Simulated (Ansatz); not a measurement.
# TiSi2 (Fddd) in Ansatz: notebook

The runs below take TiSi2 through projected density of states, with LDA, PBE.

All numbers are computed with Ansatz 0.2.0; they aren't measurements. Logs are shortened: lines on timing, memory, paths and dates and some standing lists are left out, and cuts for length are marked.

## (1) The crystal as given

The structure is orthorhombic, space group Fddd (No. 70). Conventional cell: a = 4.779 Å, b = 8.235 Å, c = 8.526 Å, α = 90.00°, β = 90.00°, γ = 90.00°. Ti (site symmetry 222) has 10 Si at 2.55 to 2.78 Å as nearest neighbours. Around Si (site symmetry 2) lie 5 Si at 2.52 to 2.79 Å and 5 Ti at 2.55 to 2.78 Å.

The cell is a database's computed one.

## (2) Projected density of states, LDA

Contents of input.yaml:

```yaml
crystal:
  lattice:
    - [0.0, 4.1175163063, 4.2628978354]
    - [2.3895119538, 0.0, 4.2628978354]
    - [2.3895119538, 4.1175163063, 0.0]
  atoms:
    - { symbol: Ti, position: [0.75, 0.75, 0.75] }
    - { symbol: Ti, position: [0.5, 0.5, 0.5] }
    - { symbol: Si, position: [0.41256561, 0.08743439, 0.41256561] }
    - { symbol: Si, position: [0.08743439, 0.41256561, 0.08743439] }
    - { symbol: Si, position: [0.16256561, 0.83743439, 0.16256561] }
    - { symbol: Si, position: [0.83743439, 0.16256561, 0.83743439] }
hamiltonian:
  xc: lda
  pseudopotentials: { kind: paw }
kpoints:
  mp_grid: { grid: [7, 7, 7] }
scf:
  occupations: { method: fermi_dirac, width: 0.05 }
  n_extra_bands: 15
output:
  forces: true
  stress: true
  eigenvalues: true
  dos: { projected: true, de: 0.05, nscf_kmesh: { grid: [11, 11, 11] } }
```

Potentials or basis: Ansatz PAW.

The run is started by

```sh
$ ansatz run input.yaml --threads 2 --pin off --max-ram 5632MiB --backend cpu --events-out ev --progress --plain --runs-dir out
```

Output:

```text
Warning: RAYON_NUM_THREADS=2 ignored (pool sized by the plan → 2); use --threads N
scf.n_extra_bands = 15 over 20 filled bands (N_el = 40.0): the run solves 35 bands
Engine: ansatz 0.2.0, aarch64-unknown-linux-gnu
Pseudopotentials: kind: paw
Pseudopotential: Ti, paw, valence charge 12, recommended cutoff 420 eV (normal), Ti.paw.azcp
Pseudopotential: Si, paw, valence charge 4, recommended cutoff 420 eV (normal), Si.paw.azcp
Functional definition: SPW92
  exchange = slater_x
  correlation = pw_c
Crystal: 6 atoms, lattice volume = 83.884 Å³
Basis set: ecut = 420 eV, 1617 PW (Γ)
Bands: 35, of which v1, the nominal top of the filled ones, is band 20 counted from 1 (19 counted from 0)
Symmetry: 8 space group operations
Space group: Fddd (ITA 70), of the structure as read, at distance tolerance 4.4e-5 Å
k-points: 64 of 343
Non-local potential: Ti, projectors of the file, l = 0: 3, l = 1: 2, l = 2: 3, l = 3: 1
Non-local potential: Si, projectors of the file, l = 0: 2, l = 1: 2, l = 2: 2
PAW form: soft (Blöchl's): semilocal exchange-correlation on the pseudo side does not see the compensation charge
PAW frozen core: Ti, regenerated for the run's functional, and the local potential with it (the file was generated under x = pbe(κ = 0.804, μ = 0.2195149727645171), c = pbe(β = 0.06672455060314922))
PAW frozen core: Si, regenerated for the run's functional, and the local potential with it (the file was generated under x = pbe(κ = 0.804, μ = 0.2195149727645171), c = pbe(β = 0.06672455060314922))
PAW one-centre angular grid: Ti, 590 points (default); XC on 64 Gauss nodes
PAW one-centre angular grid: Si, 110 points (default); XC on 64 Gauss nodes
Initial density: superposition of atomic densities (neutral atoms: chi_scale 0, normalization atom), corrected by the library's trained network
Initial wavefunctions: pseudopotential atomic-orbital guess
Functional: x = slater, c = lda
SCF iter   1: F=—  HF=-7339.174639 eV  |F-HF|=—  |Δ(HF+E_count)|=         —  Δρ=6.60e-3  dr2=5.46e-2  ethr=1.77e-3  ⟨swp⟩=5.0  Hψ=10067  notcnv=0  defer=78
preconditioner: auto → Kerker (q_TF=auto, 2.412 Å⁻¹)  [metal: Δε(μ)=0.003 eV  Ē_g=8.345 eV  σ=0.050 eV  W_gap=0.02  n_scr=16 (ndim 8)  ℏωp=19.9 eV  f_vac=0.000  D(μ)=2.42/eV (n_scr^D=16)]
SCF iter   2: F=—  HF=-7339.167662 eV  |F-HF|=—  |Δ(HF+E_count)|=   6.98e-3  Δρ=4.06e-3  dr2=2.12e-2  ethr=1.37e-4  ⟨swp⟩=1.0  Hψ=2756  notcnv=0  defer=292
SCF iter   3: F=—  HF=-7339.163259 eV  |F-HF|=—  |Δ(HF+E_count)|=   4.40e-3  Δρ=3.29e-4  dr2=1.25e-4  ethr=5.29e-5  ⟨swp⟩=2.1  Hψ=2224  notcnv=0  defer=292
SCF iter   4: F=—  HF=-7339.163228 eV  |F-HF|=—  |Δ(HF+E_count)|=   3.04e-5  Δρ=8.21e-5  dr2=4.98e-6  ethr=3.13e-7  ⟨swp⟩=2.0  Hψ=2568  notcnv=0  defer=292
SCF iter   5: F=—  HF=-7339.163228 eV  |F-HF|=—  |Δ(HF+E_count)|=   5.98e-7  Δρ=1.96e-5  dr2=2.76e-7  ethr=1.24e-8  ⟨swp⟩=2.8  Hψ=3008  notcnv=0  defer=301
SCF iter   6: F=-7339.163228 eV  HF=-7339.163228 eV  |F-HF|=1.98e-9  |Δ(HF+E_count)|=   6.04e-8  Δρ=2.57e-6  dr2=4.47e-9  ethr=2.50e-10  ⟨swp⟩=8.7  Hψ=10396  notcnv=0
SCF 1 converged in 6 iterations: F = -7339.163228 eV  dr2 = 4.47e-9
NSCF: frozen V_eff on 216 k-points
SCF converged after 6 iterations
Free energy (F): -7339.163228 eV
Harris-Foulkes:  -7339.163228 eV  (|F-HF|=1.98e-9)
Internal energy: -7339.142880 eV  (E = F + TS)
E sigma→0 (E₀):  -7339.153054 eV
Entropy (-TS):   -0.020348 eV (-3.391 meV/atom)
Fermi energy:    12.363234 eV
--- Per-component energies (eV) ---
  E_band       = -217.671881
  E_kinetic    = 720.219670
  E_local      = -2038.481988  (includes V_loc(G=0)·N_el)
  E_nonlocal   = 129.345334
  E_hartree    = 884.563248
  E_xc         = -420.779143
  E_vxc        = -442.584194  (∫ρ·V_xc dr)
  E_paw        = -3942.487602  (= ΣΔE_a)
  E_vpaw       = -355.298779  (= ΣTr[D̂ρ^β])
  E_aug_tail   = 0.000207  (compensation charges beyond the density's cutoff)
  E_ewald      = -2672.511829
  E_core_change = 0.989224  (= ΣΔE_core)
  E_smearing   = -0.020348  (= −TS)
  E_closure    = 0.000000  (closes the sum)
  Σ components = -7339.163228   (vs F -7339.163228, Δ=0.00e0)
--- Forces (eV/Å), atoms counted from 1 ---
  atom   1  Ti    -0.00000000     0.00000000    -0.00000000
  atom   2  Ti     0.00000000    -0.00000000     0.00000000
  atom   3  Si     0.00000000     0.06435518    -0.00000000
  atom   4  Si     0.00000000    -0.06435518     0.00000000
  atom   5  Si     0.00000000     0.06435518    -0.00000000
  atom   6  Si     0.00000000    -0.06435518     0.00000000
  max |Σ_I F_I| component: 2.78e-17 eV/Å
--- Stress (GPa, compression-positive) ---
       -4.830540      -0.000000       0.000000
       -0.000000      -5.669300       0.000000
        0.000000       0.000000      -4.866388
  P = ⅓ Tr σ = -5.1221 GPa (-51.221 kbar)
--- Band table (eV; the first three rows and the last of 64) ---
  k-point 0: bands = ["-43.2844", "-43.2543", "-19.9806", "-19.9777", "-19.8886", "-19.8732", "-19.8608", "-19.8499", "-0.1557", "5.6886", "6.6302", "7.0358", "7.3771", "8.6442", "8.6623", "9.9316", "10.1231", "10.3596", "10.6484", "11.0764", "11.4378", "14.4134", "15.4813", "15.6692", "15.8194", "15.8208", "16.0905", "16.1347", "16.1849", "16.4681", "16.5804", "16.9705", "17.2065", "19.2863", "19.2994"]
  k-point 1: bands = ["-43.2833", "-43.2554", "-19.9817", "-19.9749", "-19.8947", "-19.8734", "-19.8595", "-19.8498", "0.0584", "5.4232", "5.8214", "6.8912", "7.7386", "8.5963", "9.1009", "9.6692", "10.2627", "10.3579", "11.1390", "11.2119", "11.4291", "14.2101", "15.3049", "15.3701", "15.5701", "15.7066", "15.8872", "16.2385", "16.3355", "16.9018", "17.2327", "17.4565", "17.7269", "19.4308", "19.8181"]
  k-point 2: bands = ["-43.2803", "-43.2582", "-19.9863", "-19.9654", "-19.9105", "-19.8718", "-19.8581", "-19.8487", "0.6723", "4.5164", "5.0024", "6.7608", "7.5721", "8.3043", "9.3589", "9.8584", "10.6445", "11.0588", "11.3085", "11.6352", "12.2145", "13.6940", "14.8838", "14.9614", "15.1753", "15.2146", "16.1103", "16.4510", "16.7957", "17.3067", "18.0844", "18.5867", "18.9442", "19.5448", "19.8337"]
  k-point 63: bands = ["-43.2699", "-43.2685", "-19.9591", "-19.9515", "-19.9200", "-19.9095", "-19.8537", "-19.8498", "1.8889", "1.9230", "5.8720", "6.8580", "7.8046", "9.1297", "9.3454", "9.8446", "10.7263", "10.9435", "11.3799", "11.4060", "13.2597", "13.3289", "14.4599", "15.0097", "15.3709", "15.5332", "15.8783", "16.0592", "16.5866", "16.8892", "17.1376", "17.2311", "18.6264", "19.1993", "20.0775"]
```

dos.tsv:

```text
# E-E_F[eV]	g_bin_mean(E)[states/eV]	N(E)
# format = ansatz-dos/2
# fermi_ev = 12.366109
# fermi_mp_grid = 11 11 11
# fermi_mp_shift = 0 0 0
# nscf_kmesh_grid = 11 11 11
# nscf_kmesh_shift = 0 0 0
# tetrahedron_fermi_ev = 12.346350
# g_bin_mean(E): the states in a bin one row spacing wide, centred on E, divided by that spacing. States that the method places at a single energy (under output.dos.method: tetrahedron, those of a tetrahedron whose four corners have one energy) are counted whole in the row whose bin holds that energy (on the edge of two bins, in the lower row). The sum of g_bin_mean over a run of rows, times the row spacing, is the number of states from half a spacing under the first of them to half a spacing over the last (a plain sum, not the trapezoid rule).
-56.150536	0.000000e0	0.000000e0
-56.100536	0.000000e0	0.000000e0
-56.050536	0.000000e0	0.000000e0
-56.000536	0.000000e0	0.000000e0
-55.950536	0.000000e0	0.000000e0
-55.900536	0.000000e0	0.000000e0
[... 1299 lines left out ...]
9.099464	0.000000e0	7.000000e1
9.149464	0.000000e0	7.000000e1
```

Run time: 22 s. Hardware: 2 threads of Arm Neoverse V1, shared host; peak memory 0.52 GiB.

Results:

- Free energy: -7339.1632 eV
- Pressure: -5.1 GPa
- Largest force: 0.064 eV/Å
- Band gap on the k mesh: none (metal or under the smearing width)
- Density of states at the Fermi level: 2.33 states/eV per cell

Forces in eV/Å, atoms in the order of the input:
```
Ti   0.000  0.000  0.000
Ti   0.000  0.000  0.000
Si   0.000  0.064  0.000
Si   0.000 -0.064  0.000
Si   0.000  0.064  0.000
Si   0.000 -0.064  0.000
```

States per cell in windows of 1 eV (zero at the Fermi level; states under -8 eV left out):
```csv
from (eV),total,Ti 3d,Si 3p,Si 3s,Ti 4s,Ti 3s,Ti 3p
-8.0,1.38,0.17,0.50,0.64,0.05,0.01,0.01
-7.0,1.34,0.17,0.47,0.62,0.06,0.01,0.01
-6.0,1.30,0.16,0.63,0.41,0.07,0.02,0.01
-5.0,2.03,0.29,1.30,0.28,0.10,0.03,0.02
-4.0,2.33,0.42,1.41,0.32,0.10,0.02,0.02
-3.0,3.47,0.92,2.07,0.30,0.07,0.01,0.03
-2.0,4.76,2.24,2.12,0.18,0.05,0.00,0.02
-1.0,3.19,2.06,0.89,0.09,0.02,0.00,0.00
0.0,2.09,1.49,0.43,0.06,0.01,0.00,0.00
1.0,2.60,1.78,0.49,0.18,0.03,0.00,0.00
2.0,5.94,3.87,1.11,0.60,0.08,0.01,0.00
3.0,4.73,2.33,1.04,0.64,0.27,0.01,0.00
4.0,4.48,1.54,1.58,0.45,0.29,0.02,0.00
5.0,3.23,0.76,1.43,0.22,0.20,0.01,0.00
6.0,4.04,0.65,2.06,0.20,0.25,0.02,0.00
7.0,2.60,0.30,1.21,0.09,0.21,0.02,0.00
```

Caveat: the PAW data sets come from PBE, with cores solved anew for the run's functional, which leaves a small shift of forces and pressure; the density of states is complete only up to the lowest level of the last band computed.

## (3) Projected density of states, PBE

input.yaml: that of step 2 with these lines changed.

```diff
@@ -13,3 +13,3 @@
 hamiltonian:
-  xc: lda
+  xc: pbe
   pseudopotentials: { kind: paw }
```

Potentials or basis: Ansatz PAW.

The run is started by

```sh
$ ansatz run input.yaml --threads 2 --pin off --max-ram 5632MiB --backend cpu --events-out ev --progress --plain --runs-dir out
```

Output:

```text
Warning: RAYON_NUM_THREADS=2 ignored (pool sized by the plan → 2); use --threads N
scf.n_extra_bands = 15 over 20 filled bands (N_el = 40.0): the run solves 35 bands
[... 4 set-up lines as earlier in the session ...]
Functional definition: PBE
  parameter kappa = 0.804
  parameter beta = 0.06672455060314922
  exchange = pbe_x(kappa = kappa, mu = beta*pi^2/3)
  correlation = pbe_c(beta = beta)
Crystal: 6 atoms, lattice volume = 83.884 Å³
Basis set: ecut = 420 eV, 1617 PW (Γ), exchange–correlation on 80×72×64 points (8 copies of the dense FFT grid, shifted against one another)
Bands: 35, of which v1, the nominal top of the filled ones, is band 20 counted from 1 (19 counted from 0)
[... 2 set-up lines as earlier in the session ...]
k-points: 64 of 343
[... 30 lines left out ...]
  E_hartree    = 883.903029
  E_xc         = -423.673775
  E_vxc        = -441.763807  (∫ρ·V_xc dr)
  E_paw        = -4146.216407  (= ΣΔE_a)
  E_vpaw       = -352.069360  (= ΣTr[D̂ρ^β])
  E_aug_tail   = 0.000245  (compensation charges beyond the density's cutoff)
  E_ewald      = -2672.511829
  E_smearing   = -0.020182  (= −TS)
  E_closure    = -0.000000  (closes the sum)
  Σ components = -7545.913404   (vs F -7545.913404, Δ=0.00e0)
--- Forces (eV/Å), atoms counted from 1 ---
  atom   1  Ti    -0.00000000     0.00000000    -0.00000000
  atom   2  Ti     0.00000000    -0.00000000     0.00000000
  atom   3  Si     0.00000000     0.02040942    -0.00000000
  atom   4  Si     0.00000000    -0.02040942     0.00000000
  atom   5  Si     0.00000000     0.02040942    -0.00000000
  atom   6  Si     0.00000000    -0.02040942     0.00000000
  max |Σ_I F_I| component: 0.00e0 eV/Å
--- Stress (GPa, compression-positive) ---
        2.371999      -0.000000      -0.000000
       -0.000000       0.813928       0.000000
       -0.000000       0.000000       3.028595
  P = ⅓ Tr σ = 2.0715 GPa (20.715 kbar)
--- Band table (eV; the first three rows and the last of 64) ---
  k-point 0: bands = ["-43.5916", "-43.5630", "-19.9772", "-19.9770", "-19.8874", "-19.8725", "-19.8639", "-19.8504", "0.0371", "5.9330", "6.8904", "7.2350", "7.5940", "8.8757", "8.9065", "10.1324", "10.3648", "10.5675", "10.8572", "11.2854", "11.7076", "14.7198", "15.7773", "15.9871", "16.0785", "16.1013", "16.3479", "16.4161", "16.4623", "16.7628", "16.8935", "17.1970", "17.4642", "19.5863", "19.5868"]
  k-point 1: bands = ["-43.5905", "-43.5641", "-19.9793", "-19.9733", "-19.8937", "-19.8726", "-19.8622", "-19.8504", "0.2513", "5.6559", "6.0557", "7.1195", "7.9585", "8.8125", "9.3210", "9.8857", "10.4903", "10.5821", "11.3616", "11.4587", "11.6939", "14.5115", "15.5950", "15.6662", "15.8579", "15.9981", "16.1858", "16.4896", "16.6156", "17.1795", "17.5006", "17.7273", "17.9811", "19.7143", "20.1138"]
  k-point 2: bands = ["-43.5877", "-43.5668", "-19.9839", "-19.9637", "-19.9096", "-19.8713", "-19.8599", "-19.8497", "0.8663", "4.7320", "5.2301", "6.9921", "7.7716", "8.5167", "9.5771", "10.0807", "10.8842", "11.3060", "11.5582", "11.8964", "12.4833", "13.9860", "15.1722", "15.2493", "15.4716", "15.5046", "16.4067", "16.7433", "17.0531", "17.5764", "18.3602", "18.8580", "19.2241", "19.8011", "20.0966"]
  k-point 63: bands = ["-43.5779", "-43.5765", "-19.9575", "-19.9508", "-19.9182", "-19.9086", "-19.8547", "-19.8508", "2.0875", "2.1217", "6.0902", "7.0928", "8.0251", "9.3673", "9.5743", "10.0745", "10.9661", "11.1725", "11.6184", "11.6575", "13.5405", "13.6119", "14.7388", "15.2937", "15.6680", "15.8168", "16.1670", "16.3289", "16.8509", "17.1472", "17.4110", "17.5043", "18.9244", "19.4922", "20.3536"]
```

dos.tsv:

```text
# E-E_F[eV]	g_bin_mean(E)[states/eV]	N(E)
# format = ansatz-dos/2
# fermi_ev = 12.638795
# fermi_mp_grid = 11 11 11
# fermi_mp_shift = 0 0 0
# nscf_kmesh_grid = 11 11 11
# nscf_kmesh_shift = 0 0 0
# tetrahedron_fermi_ev = 12.619273
# g_bin_mean(E): the states in a bin one row spacing wide, centred on E, divided by that spacing. States that the method places at a single energy (under output.dos.method: tetrahedron, those of a tetrahedron whose four corners have one energy) are counted whole in the row whose bin holds that energy (on the edge of two bins, in the lower row). The sum of g_bin_mean over a run of rows, times the row spacing, is the number of states from half a spacing under the first of them to half a spacing over the last (a plain sum, not the trapezoid rule).
-56.730431	0.000000e0	0.000000e0
-56.680431	0.000000e0	0.000000e0
-56.630431	0.000000e0	0.000000e0
-56.580431	0.000000e0	0.000000e0
-56.530431	0.000000e0	0.000000e0
-56.480431	0.000000e0	0.000000e0
[... 1311 lines left out ...]
9.119569	0.000000e0	7.000000e1
9.169569	0.000000e0	7.000000e1
```

It took 22 s on 2 threads of Arm Neoverse V1, shared host; peak memory 0.53 GiB.

What came out:

* Free energy: -7545.9134 eV
* Pressure: 2.1 GPa
* Largest force: 0.020 eV/Å
* Band gap on the k mesh: none (metal or under the smearing width)
* Density of states at the Fermi level: 2.31 states/eV per cell

Forces on the atoms (eV/Å):
```
Ti   0.000  0.000  0.000
Ti   0.000  0.000  0.000
Si   0.000  0.020  0.000
Si   0.000 -0.020  0.000
Si   0.000  0.020  0.000
Si   0.000 -0.020  0.000
```

Levels at points of the mesh, in eV from the Fermi level:
| k point | band 17 | band 18 | band 19 | band 20 | band 21 | band 22 | band 23 | band 24 |
| --- | --- | --- | --- | --- | --- | --- | --- | --- |
| (0.00, 0.00, 0.00) | -2.27 | -2.07 | -1.78 | -1.35 | -0.93 | 2.08 | 3.14 | 3.35 |

States per cell in windows of 0.5 eV (zero at the Fermi level; states under -8 eV left out):
```csv
from (eV),total,Ti 3d,Si 3p,Si 3s,Ti 4s,Ti 3s,Ti 3p
-8.0,0.86,0.10,0.31,0.40,0.03,0.01,0.01
-7.5,0.57,0.07,0.21,0.26,0.02,0.01,0.00
-7.0,0.55,0.07,0.21,0.24,0.02,0.01,0.00
-6.5,0.74,0.09,0.25,0.35,0.03,0.01,0.01
-6.0,0.73,0.09,0.27,0.32,0.03,0.01,0.01
-5.5,0.60,0.08,0.34,0.13,0.04,0.01,0.00
-5.0,1.03,0.13,0.69,0.13,0.05,0.01,0.01
-4.5,0.96,0.14,0.59,0.14,0.05,0.01,0.01
-4.0,1.15,0.19,0.70,0.17,0.05,0.01,0.01
-3.5,1.11,0.20,0.68,0.15,0.05,0.01,0.01
-3.0,1.48,0.34,0.88,0.16,0.05,0.01,0.01
-2.5,1.80,0.49,1.09,0.14,0.03,0.00,0.02
-2.0,2.01,0.74,1.06,0.11,0.02,0.00,0.01
-1.5,2.52,1.23,1.08,0.09,0.02,0.00,0.01
-1.0,2.16,1.31,0.68,0.06,0.01,0.00,0.00
-0.5,1.38,0.92,0.36,0.04,0.01,0.00,0.00
0.0,0.86,0.60,0.19,0.02,0.00,0.00,0.00
0.5,1.14,0.81,0.23,0.03,0.01,0.00,0.00
1.0,1.68,1.23,0.27,0.08,0.01,0.00,0.00
1.5,0.97,0.64,0.19,0.08,0.01,0.00,0.00
2.0,1.68,1.00,0.46,0.14,0.02,0.00,0.00
2.5,3.61,2.39,0.61,0.37,0.06,0.01,0.00
3.0,2.47,1.54,0.37,0.33,0.07,0.00,0.00
3.5,2.40,1.08,0.55,0.33,0.15,0.01,0.00
4.0,2.90,1.16,0.89,0.30,0.20,0.01,0.00
4.5,1.95,0.65,0.69,0.20,0.12,0.01,0.00
5.0,1.62,0.45,0.67,0.13,0.09,0.01,0.00
5.5,1.70,0.40,0.75,0.11,0.11,0.01,0.00
6.0,1.71,0.31,0.82,0.11,0.10,0.01,0.00
6.5,2.07,0.33,1.05,0.09,0.13,0.01,0.00
7.0,2.00,0.28,1.02,0.07,0.13,0.01,0.00
7.5,1.17,0.12,0.49,0.04,0.10,0.01,0.00
```

Caveat: the density of states is complete only up to the lowest level of the last band computed.
